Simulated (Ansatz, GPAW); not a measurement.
Pt: programs and potentials compared

```xyz
1
Lattice="-1.5842 1.5842 1.5842 1.5842 -1.5842 1.5842 1.5842 1.5842 -1.5842" Properties=species:S:1:pos:R:3 pbc="T T T"
Pt    0.0000    0.0000    0.0000
```

This isn't the form of Pt at room conditions, which is fcc.

Alike in all runs: task single point; functional PBEsol; k mesh 12 × 12 × 12; occupations fermi-dirac, width 0.05 eV; no spin polarisation; no spin-orbit coupling. Pressure is positive in compression and, in plane waves, holds the error of the finite cutoff, which Ansatz's Pulay term estimates and takes out.

| program and potentials | plane-wave cutoff (eV) | notes | band gap (eV) | pressure (GPa) |
| --- | --- | --- | --- | --- |
| Ansatz, Ansatz PAW | 420 | potentials made for PBE, which Ansatz adapts in part; 18 valence electrons an atom on average; Pulay term of +0.06 GPa included | no gap | -11.21 |
| GPAW, PAW data sets generated for this functional | 600 | 16 valence electrons an atom on average | no gap | -11.47 |
| Ansatz, all-electron LAPW, scalar-relativistic | - | - | no gap | -11.23 |

None finds a gap. The pressure spans -11.47 (GPAW, PAW data sets generated for this functional) to -11.21 GPa (Ansatz, Ansatz PAW), with all-electron results at -11.23. The cell lies far from this level's equilibrium.

Differences between rows come from potentials, basis sets and numerical settings, since the functional is the same but for its coding. Runs on potential files found faulty are left out.

All three calculations put this body-centred cubic cell under tension, so the lattice would contract if released at fixed shape. At this stretched volume, the attraction from 5d bonding and s-d hybridisation outweighs the outward kinetic pressure of the sp electrons. The metallic character has a related origin: with an even number of electrons per primitive cell, a gap isn't excluded by counting, but the broad 6s-6p band overlaps the nearly full 5d band and leaves both partly occupied.

The two Ansatz results, -11.21 and -11.23 GPa, nearly coincide despite their different treatments of the core, while GPAW gives slightly stronger tension. That offset is small beside the tension itself and may reflect the smaller valence space, the data set's construction or remaining basis error, which these rows can't separate. The agreement supports the sign and approximate size of the pressure, but a hydrostatic pressure at one volume doesn't test whether the body-centred lattice resists the tetragonal shear that leads towards fcc.
